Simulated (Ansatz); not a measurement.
The system is Pd.

```
Pd
1.0
     2.78367    0.00000    0.00000
    -1.39183    2.41072    0.00000
     0.00000    0.00000    4.62889
Pd
2
Direct
  0.33333 0.66667 0.25000
  0.66667 0.33333 0.75000
```

This isn't the form of Pd at room conditions, which is fcc.

Base run:

| Property | Result |
| --- | --- |
| Program | Ansatz 0.2.0 |
| Functional | PBE |
| Potentials or basis | all-electron LAPW, scalar-relativistic |
| Cutoff | 260 eV (chosen from the basis error) |
| Basis error allowed | 0.001 eV/atom |
| k mesh | 11 × 11 × 6 |
| Occupations | fermi-dirac, width 0.05 eV |
| Spin | no spin polarisation |

Its results: pressure -1.5 GPa.

The run is repeated on the same cell with these changes: functional from PBE to PBEsol. What comes out?

Pressure -10.4 GPa.

PBEsol binds more tightly than PBE, so the same cell stands under less pressure.
